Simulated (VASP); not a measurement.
# CdSe: convergence, surface energy

CdSe, slab, 16 atoms in the cell. PBE; PAW potentials Cd, Se (PBE set). VASP 6.6.1.

Wanted: surface energy within 0.02 J/m²; top spacing change within 0.8 % of the bulk spacing; face levels within 0.05 eV.

Crystal: CdSe, F-43m; Vacuum (Å): 12; k-point spacing in the plane (1/Å): 0.35; Face: (1 1 0).

Face levels: vacuum level at each face, counted from the middle of the gap.

The series start from free planes on each face: 2; EDIFFG: -0.02; SCF threshold EDIFF (eV): 1e-6; ionic algorithm: IBRION 2; LREAL: .FALSE.; Cutoff ENCUT (eV): 360; atomic planes: 5. Each series keeps the choices made before it, and each single choice may use up half of a tolerance. Times cover all steps of a run.

## Free planes on each face

| Free planes on each face | Surface energy (J/m²) | Top spacing change (% of the bulk spacing) | Face levels, largest deviation (eV) | Time (s) |
|---|---|---|---|---|
| 1 | 0.278 | -8.34 | 0.034 | 313 |
| 2 | 0.271 | -8.62 | 0.003 | 364 |
| 3 | 0.270 | -8.87 | 0.000 | 320 |
| 9 (reference) | 0.270 | -8.87 | 0.000 | 324 |

Chosen: 2, the loosest value from which every tighter one stays within half of the tolerance.

## EDIFFG

| EDIFFG | Surface energy (J/m²) | Top spacing change (% of the bulk spacing) | Face levels, largest deviation (eV) | Time (s) |
|---|---|---|---|---|
| -0.1 | 0.276 | -7.39 | 0.021 | 274 |
| -0.05 | 0.272 | -8.79 | 0.006 | 398 |
| -0.02 | 0.271 | -8.62 | 0.003 | 364 |
| -0.01 | 0.271 | -8.62 | 0.001 | 485 |
| -0.005 (reference) | 0.271 | -8.63 | 0.000 | 380 |

Chosen: -0.05.

## SCF threshold EDIFF (eV)

| SCF threshold EDIFF (eV) | Surface energy (J/m²) | Top spacing change (% of the bulk spacing) | Face levels, largest deviation (eV) | Time (s) |
|---|---|---|---|---|
| 0.0001 | 0.272 | -9.10 | 0.004 | 146 |
| 1e-5 | 0.272 | -9.13 | 0.003 | 221 |
| 1e-6 | 0.272 | -8.79 | 0.003 | 398 |
| 1e-7 (reference) | 0.272 | -8.89 | 0.000 | 350 |

Chosen: 0.0001.

## Ionic algorithm

| Ionic algorithm | Surface energy (J/m²) | Top spacing change (% of the bulk spacing) | Face levels, largest deviation (eV) | Time (s) |
|---|---|---|---|---|
| IBRION 2 | 0.272 | -9.10 | 0.000 | 146 |
| IBRION 1 | 0.273 | -8.06 | 0.018 | 119 |
| IBRION 1, MAXMIX 40 | 0.272 | -8.22 | 0.010 | 127 |
| IBRION 2, POTIM 0.2 | 0.272 | -8.87 | 0.007 | 166 |
| IBRION 3 | 0.273 | -8.35 | 0.005 | 170 |

Chosen: IBRION 2; no other choice that stays within half of the tolerance saves 30 % of the time.

## LREAL

| LREAL | Surface energy (J/m²) | Top spacing change (% of the bulk spacing) | Face levels, largest deviation (eV) | Time (s) |
|---|---|---|---|---|
| .FALSE. | 0.272 | -9.10 | 0.000 | 146 |
| Auto | 0.272 | -9.05 | 0.001 | 182 |

Chosen: .FALSE..

## Cutoff ENCUT (eV)

| Cutoff ENCUT (eV) | Surface energy (J/m²) | Top spacing change (% of the bulk spacing) | Face levels, largest deviation (eV) | Time (s) |
|---|---|---|---|---|
| 280 | 0.271 | -9.11 | 0.001 | 122 |
| 320 | 0.271 | -9.08 | 0.002 | 143 |
| 360 | 0.272 | -9.10 | 0.001 | 146 |
| 410 (reference) | 0.272 | -9.12 | 0.000 | 239 |

Chosen: 280.

## Atomic planes

| Atomic planes | Surface energy (J/m²) | Top spacing change (% of the bulk spacing) | Face levels, largest deviation (eV) | Time (s) |
|---|---|---|---|---|
| 3 | 0.292 | -5.60 | 0.250 | 54 |
| 5 | 0.271 | -9.11 | 0.086 | 122 |
| 6 | 0.270 | -8.99 | 0.046 | 162 |
| 8 (reference) | 0.271 | -8.84 | 0.000 | 293 |

Chosen: 8; the next looser run is off by more than half of the tolerance, so convergence isn't shown beyond this value.

## All choices together

| Input | Surface energy (J/m²) | Top spacing change (% of the bulk spacing) | Face levels, largest deviation (eV) | Time (s) |
|---|---|---|---|---|
| program defaults, thin vacuum, coarse mesh (naive) | 0.277 | -8.53 | 0.147 | 59 |
| chosen settings | 0.271 | -8.84 | 0.030 | 293 |
| reference settings throughout | 0.266 | -9.06 | 0.000 | 2133 |

The chosen settings stay within the tolerance of the reference run, but the reference itself isn't shown to be converged in: atomic planes.

Values of the reference run: Face levels: 5.194, 5.194 eV.

## The input

INCAR.step1:
```
PREC     = Accurate       # precision mode
ENCUT    = 280            # plane-wave cutoff, eV
EDIFF    = 1E-4           # SCF threshold, eV
ISMEAR   = 0              # smearing method
SIGMA    = 0.05           # smearing width, eV
LREAL    = False          # projectors in reciprocal space
LASPH    = True           # aspherical terms in the spheres
ALGO     = Normal         # electronic algorithm
NELM     = 120            # most SCF steps
LWAVE    = False          # write WAVECAR
LCHARG   = False          # write CHGCAR
GGA      = PE             # functional
KPAR     = 8             
```

INCAR.step2, as INCAR.step1 but for:
```
- KPAR = 8
```

INCAR.step3, as INCAR.step2 but for:
```
+ LVHAR = True
+ LVACPOTAV = True
+ LDIPOL = True
+ IDIPOL = 3
+ DIPOL = 0.5 0.5 0.5
+ IBRION = 2
+ NSW = 80
+ EDIFFG = -0.05
+ ISIF = 2
```

KPOINTS.step1:
```
Automatic mesh
0
Gamma
  5 3 24
  0 0 0
```

KPOINTS.step2:
```
Automatic mesh
0
Gamma
  5 3 1
  0 0 0
```

POSCAR.step1:
```
CdSe
1.0
    4.3791138909      0.0000000000      0.0000000000
    0.0000000000      6.1930022557      0.0000000000
    2.1895569454      3.0965011279      2.1895569454
Cd Se
1 1
Direct
    0.0000000000      0.0000000000      0.0000000000
    0.5000000000      0.2500000000      0.0000000000
```

POSCAR.step2:
```
CdSe
1.0
    4.3791138909      0.0000000000      0.0000000000
    0.0000000000      6.1930022557      0.0000000000
    0.0000000000      0.0000000000     27.3268986201
Cd Se
8 8
Direct
    0.2500000000      0.2500000000      0.2195638840
    0.7500000000      0.7500000000      0.2996884886
    0.2500000000      0.2500000000      0.3798130932
    0.7500000000      0.7500000000      0.4599376977
    0.2500000000      0.2500000000      0.5400623023
    0.7500000000      0.7500000000      0.6201869068
    0.2500000000      0.2500000000      0.7003115114
    0.7500000000      0.7500000000      0.7804361160
    0.7500000000      0.5000000000      0.2195638840
    0.2500000000      0.0000000000      0.2996884886
    0.7500000000      0.5000000000      0.3798130932
    0.2500000000      0.0000000000      0.4599376977
    0.7500000000      0.5000000000      0.5400623023
    0.2500000000      0.0000000000      0.6201869068
    0.7500000000      0.5000000000      0.7003115114
    0.2500000000      0.0000000000      0.7804361160
```

POSCAR.step3:
```
CdSe
1.0
    4.3791138909      0.0000000000      0.0000000000
    0.0000000000      6.1930022557      0.0000000000
    0.0000000000      0.0000000000     27.3268986201
Cd Se
8 8
Selective dynamics
Direct
    0.2500000000      0.2500000000      0.2195638840  T T T
    0.7500000000      0.7500000000      0.2996884886  T T T
    0.2500000000      0.2500000000      0.3798130932  F F F
    0.7500000000      0.7500000000      0.4599376977  F F F
    0.2500000000      0.2500000000      0.5400623023  F F F
    0.7500000000      0.7500000000      0.6201869068  F F F
    0.2500000000      0.2500000000      0.7003115114  T T T
    0.7500000000      0.7500000000      0.7804361160  T T T
    0.7500000000      0.5000000000      0.2195638840  T T T
    0.2500000000      0.0000000000      0.2996884886  T T T
    0.7500000000      0.5000000000      0.3798130932  F F F
    0.2500000000      0.0000000000      0.4599376977  F F F
    0.7500000000      0.5000000000      0.5400623023  F F F
    0.2500000000      0.0000000000      0.6201869068  F F F
    0.7500000000      0.5000000000      0.7003115114  T T T
    0.2500000000      0.0000000000      0.7804361160  T T T
```

Commands (each step's output is kept before the next begins):
```
cat potpaw_PBE.64/Cd/POTCAR potpaw_PBE.64/Se/POTCAR > POTCAR
cp INCAR.step1 INCAR
cp KPOINTS.step1 KPOINTS
cp POSCAR.step1 POSCAR
mpirun -np 8 vasp_std > vasp.out
rm WAVECAR CHG
cp INCAR.step2 INCAR
cp KPOINTS.step2 KPOINTS
cp POSCAR.step2 POSCAR
mpirun -np 8 vasp_std > vasp.out
rm WAVECAR CHG
cp INCAR.step3 INCAR
cp POSCAR.step3 POSCAR
mpirun -np 8 vasp_std > vasp.out
```

Limits: The face is cut as in the bulk; no reconstruction is tried.

The chosen input took VASP 6.6.1 293 s on 8 cores (Intel Xeon Platinum 8488C (Sapphire Rapids)), a shared host.

## An input that fails: ionic steps asked for in every step of the chain, without IBRION and POTIM

VASP's message: Fatal error! IBRION=0, but no entry for POTIM on file INCAR. MUST be specified!.

k-point spacing in the plane (1/Å): 0.35 becomes 0.9.

Changes against the starting input:
```
- ISMEAR = 0
+ ISMEAR = -5
+ NSW = 30
```
